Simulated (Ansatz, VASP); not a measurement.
AlN: VASP beside Ansatz

```
Al N
1.0
     3.11200    0.00000    0.00000
    -1.55600    2.69507    0.00000
     0.00000    0.00000    4.98000
Al N
2 2
Direct
  0.33333 0.66667 0.00000
  0.66667 0.33333 0.50000
  0.33333 0.66667 0.38180
  0.66667 0.33333 0.88180
```

Alike in both runs: task relaxation of cell and atoms; functional LDA; k mesh 10 × 10 × 6; no spin polarisation.

|  | VASP | Ansatz |
| --- | --- | --- |
| version | VASP 6.6.1 | Ansatz 0.2.0 |
| potentials or method | VASP PAW LDA potentials, release 64 (Al, N) | scalar-relativistic, plane waves, PAW |
| plane-wave cutoff (eV) | 600 | 600 |
| occupations | gaussian, width 0.01 eV | fixed |
| valence electrons in the cell | 16 | 16 |

|  | VASP | Ansatz | Ansatz less VASP |
| --- | --- | --- | --- |
| gap on the k mesh at the Fermi level, each at its own relaxed structure (eV) | 4.40 | 4.42 | +0.016 |
| relaxed volume (Å³/atom) | 10.24 | 10.21 | -0.025 |
| relaxed cell length with the largest relative difference (Å) | 4.948 | 4.943 | -0.0046 |
| energy change over the relaxation (meV/atom) | -3 | -3 | -0.7 |

A k mesh can miss the band edges.
